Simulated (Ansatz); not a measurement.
Take a crystal in which Al has been replaced by B on all its sites, with the cell rescaled by a rough guess (in some cases also distorted within its space group) and nothing relaxed:

```
B N
1.0
     2.79399    0.00000    0.00000
    -1.39700    2.41967    0.00000
     0.00000    0.00000    4.47074
B N
2 2
Direct
  0.33333 0.66667 0.00000
  0.66667 0.33333 0.50000
  0.33333 0.66667 0.38500
  0.66667 0.33333 0.88500
```

Level of theory: Ansatz 0.2.0, DFT PBE, scalar-relativistic, plane waves, PAW.

Plane waves to 420 eV, a k mesh through Γ of 9×9×6 on the computed 4-atom cell and Gaussian smearing (0.02 eV); no spin polarisation.

Task: Will this cell want to expand or contract, and how hard?

Result: The pressure is -55.9 GPa (positive in compression), so the cell would contract.

Task: Is it a metal on this mesh?

Result: No: the gap is 5.27 eV, the least direct gap 5.92 eV.

Task: What is its energy against the elements in their standard states?

Result: -0.803 eV/atom at this unrelaxed geometry, with the elements in the same functional.

An odd mesh misses points on the zone edge, so a gap read on it can be too wide.

This wurtzite form isn't the usual stable structure of the compound.